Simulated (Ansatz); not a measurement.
Electric field gradients in MgO

Level of theory: Ansatz 0.2.0, DFT PBEsol, scalar-relativistic, plane waves, PAW. Cutoff 420 eV, 6×6×6 k-points (Γ-centred), fixed occupations. No spin polarisation.

The cell, relaxed at this level:
```xyz
4
Lattice="3.4940 0.0000 0.0000 -1.7470 3.0259 0.0000 0.0000 0.0000 4.1940" Properties=species:S:1:pos:R:3 pbc="T T T"
Mg    1.7470    1.0086    3.1455
Mg    0.0000    2.0172    1.0485
O     1.7470    1.0086    1.0485
O     0.0000    2.0172    3.1455
```

**Question.** Give V_zz (10²¹ V/m²) and the asymmetry η at each distinct site.

**Answer.**
```
       atom V_zz     η
Mg (atom 1)  -0.112  0.00
 O (atom 3)  -0.576  0.00
```

This form isn't the usual stable structure of the compound.

Cost: 1 run of about 0.025 core-minutes, on Arm Neoverse V1 (shared hosts).